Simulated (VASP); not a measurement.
The system is B.

```
B
1.0
     1.88524    0.00000    0.00000
     0.00000    1.88524    0.00000
     0.00000    0.00000    1.88524
B
1
Direct
  0.50000 0.50000 0.50000
```

The cell was built by a generator and needn't be a form met in nature.

Base run:

```yaml
Program: VASP 6.6.1
Functional: BLYP
Potentials_or_basis: VASP PAW PBE potentials, release 64 (B)
Cutoff: 520 eV
k_mesh: 14 × 14 × 14
Occupations: fermi-dirac, width 0.05 eV
Spin: no spin polarisation
```

Its results: pressure 8.2 GPa.

Problem. After a change of settings the same cell gave: pressure 3.9 GPa. Which change was it?
A. functional from BLYP to RPBE
B. functional from BLYP to TPSS; further incar settings from ALGO = Fast; EDIFF = 1e-06 to ALGO = Normal; EDIFF = 1e-06
C. functional from BLYP to PW91
D. functional from BLYP to LDA; potentials or basis from VASP PAW PBE potentials, release 64 (B) to VASP PAW LDA potentials, release 64 (B)

Solution. A.

Caveats: the PAW data sets were made with another functional, which shifts forces and pressure a little.

Runs at the PBE level aren't shown here.
